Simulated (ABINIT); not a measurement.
NiO:

```
Ni O
1.0
     0.00000    2.08590    2.08590
     2.08590    0.00000    2.08590
     2.08590    2.08590    0.00000
Ni O
1 1
Direct
  0.00000 0.00000 0.00000
  0.50000 0.50000 0.50000
```

Base run:

```yaml
Program: ABINIT 10.8.3 (patched build)
Functional: LDA
Potentials_or_basis: PseudoDojo NC SR LDA v0.4.1 standard
Cutoff: 1225 eV
k_mesh: 8 × 8 × 8
Occupations: fermi-dirac, width 0.05 eV
Spin: collinear spin, ferromagnetic start
Starting_moments: "[1.0, 0.0] μB"
```

Its results: band gap on the k mesh none (metal or under the smearing width); pressure -20.4 GPa; net moment 0.73 μB per cell; site moments Ni +0.61; O +0.11 μB.

**Question.** The run is repeated on the same cell with these changes: functional from LDA to PBEsol; potentials or basis from PseudoDojo NC SR LDA v0.4.1 standard to PseudoDojo NC SR PBEsol v0.4.1 standard. What comes out?

**Answer.** Band gap on the k mesh none (metal or under the smearing width); pressure -6.2 GPa; net moment 1.69 μB per cell; site moments Ni +1.39; O +0.29 μB.

Caveats: small starting moments can end in a higher magnetic state in this program; a cell with one magnetic atom can't hold antiferromagnetic order, which such compounds often take; semilocal functionals often make such compounds metallic where correlation or magnetic order opens a gap, which also shifts bond lengths; so large a pressure means that the cell lies far from this level's equilibrium, or that cutoff or potentials fall short (some runs).
